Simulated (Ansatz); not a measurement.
Molecular dynamics of Al2O3

input.yaml

```yaml
accuracy: low
crystal:
  lattice:
    - [-2.441906, -1.409835, 8.887541]
    - [2.441906, -1.409835, 8.887541]
    - [0.0, 2.81967, 8.887541]
  atoms:
    - { symbol: Al, position: [0.073952, 0.073952, 0.073952] }
    - { symbol: Al, position: [0.176048, 0.176048, 0.176048] }
    - { symbol: Al, position: [0.323952, 0.323952, 0.323952] }
    - { symbol: Al, position: [0.426048, 0.426048, 0.426048] }
    - { symbol: O, position: [0.9311455, 0.3188545, 0.625] }
    - { symbol: O, position: [0.1811455, 0.875, 0.5688545] }
    - { symbol: O, position: [0.3188545, 0.625, 0.9311455] }
    - { symbol: O, position: [0.625, 0.9311455, 0.3188545] }
    - { symbol: O, position: [0.875, 0.5688545, 0.1811455] }
    - { symbol: O, position: [0.5688545, 0.1811455, 0.875] }
    - { symbol: Al, position: [0.573952, 0.573952, 0.573952] }
    - { symbol: Al, position: [0.676048, 0.676048, 0.676048] }
    - { symbol: Al, position: [0.823952, 0.823952, 0.823952] }
    - { symbol: Al, position: [0.926048, 0.926048, 0.926048] }
    - { symbol: O, position: [0.4311455, 0.8188545, 0.125] }
    - { symbol: O, position: [0.6811455, 0.375, 0.0688545] }
    - { symbol: O, position: [0.8188545, 0.125, 0.4311455] }
    - { symbol: O, position: [0.125, 0.4311455, 0.8188545] }
    - { symbol: O, position: [0.375, 0.0688545, 0.6811455] }
    - { symbol: O, position: [0.0688545, 0.6811455, 0.375] }
basis:
  ecutwfc: 420.0
kpoints:
  mp_grid: { grid: [3, 3, 3] }
hamiltonian:
  xc: pbe
scf:
  occupations: { method: fermi_dirac, width: 0.3 }
  lower_state_search: "off"
md:
  timestep: 0.75
  n_steps: 210
  ensemble: nvt_langevin
  temperature: 3500.0
  initial_velocities: maxwell_boltzmann
  seed: 153153
  friction: 0.02
```

Launched with:

```bash
$ ansatz run input.yaml --threads 2 --pin off --max-ram 5120MiB --backend cpu --events-out ev --progress --plain --runs-dir out
```

It starts from a structure without forces on its atoms.

Output, in part (step lines):

```
md step     0: t =     0.00 fs  T =  3325.0 K  F+E_penalty+E_count = -11138.94908529 eV  E_kin = 8.595790 eV  (7 SCF iters)
md step     1: t =     0.75 fs  T =  3262.9 K  F+E_penalty+E_count = -11138.91328399 eV  E_kin = 8.435314 eV  (7 SCF iters)
md step     2: t =     1.50 fs  T =  3332.7 K  F+E_penalty+E_count = -11138.80242550 eV  E_kin = 8.615650 eV  (8 SCF iters)
md step     3: t =     2.25 fs  T =  3121.3 K  F+E_penalty+E_count = -11138.62150662 eV  E_kin = 8.069276 eV  (8 SCF iters)
md step     4: t =     3.00 fs  T =  3170.8 K  F+E_penalty+E_count = -11138.37485268 eV  E_kin = 8.197089 eV  (8 SCF iters)
md step     5: t =     3.75 fs  T =  3154.3 K  F+E_penalty+E_count = -11138.06191712 eV  E_kin = 8.154546 eV  (5 SCF iters)
md step     6: t =     4.50 fs  T =  3109.1 K  F+E_penalty+E_count = -11137.69253939 eV  E_kin = 8.037717 eV  (6 SCF iters)
md step     7: t =     5.25 fs  T =  2823.6 K  F+E_penalty+E_count = -11137.28332078 eV  E_kin = 7.299594 eV  (6 SCF iters)
[... lines left out ...]
md step   209: t =   156.75 fs  T =  2796.6 K  F+E_penalty+E_count = -11130.28669009 eV  E_kin = 7.229805 eV  (5 SCF iters)
md step   210: t =   157.50 fs  T =  2933.5 K  F+E_penalty+E_count = -11130.29031040 eV  E_kin = 7.583618 eV  (7 SCF iters)
```

The steps, from the saved trajectory:

```tsv
time (fs)	T (K)	potential energy less start (eV)
0	3325	0.000
5.25	2824	1.666
10.5	2231	5.022
15.75	2201	6.831
21	2671	6.288
26.25	3046	7.061
31.5	2529	9.063
36.75	2882	9.570
42	2578	9.132
47.25	2668	8.361
52.5	3006	8.551
57.75	2776	9.722
63	2718	10.991
68.25	3675	9.016
73.5	3953	7.935
78.75	4473	7.741
84	3681	8.857
89.25	2855	9.869
94.5	2801	10.018
99.75	3085	9.269
105	3521	9.482
110.25	2709	9.715
115.5	2979	9.662
120.75	3433	9.096
126	3251	8.211
131.25	3403	7.799
136.5	3324	7.272
141.75	3759	6.728
147	3073	8.078
152.25	2631	8.513
157.5	2933	8.659
```

All steps were run. A run of 0.16 ps of so small a system gives no equilibrium averages. Limits of this set-up: low accuracy level.

Mean squared displacements from the first frame to the last, about the centre of mass: Al 0.17 Å², O 0.09 Å².

Last frame:

```xyz
20
Lattice="-2.4419 -1.4098 8.8875 2.4419 -1.4098 8.8875 0.0000 2.8197 8.8875" Properties=species:S:1:pos:R:3
Al 0.482 0.064 2.340
Al 0.024 0.628 4.896
Al -0.003 0.154 8.530
Al 0.312 0.281 11.119
O -1.365 -0.074 16.672
O 2.035 0.492 14.654
O 0.774 1.594 16.489
O 0.842 -1.181 16.552
O -0.637 -1.376 14.544
O -0.720 1.788 14.570
Al 0.145 0.304 15.103
Al -0.110 -0.012 17.937
Al 0.563 0.575 21.941
Al -0.021 0.218 25.157
O 1.523 -1.056 12.200
O -0.498 -1.036 9.837
O -1.034 -0.075 12.307
O 1.424 1.578 12.095
O -0.441 1.633 9.836
O 1.931 0.122 9.918
```

Run time: 23 min on 2 threads of Arm Neoverse V1, on a shared host, peak memory 0.59 GiB.
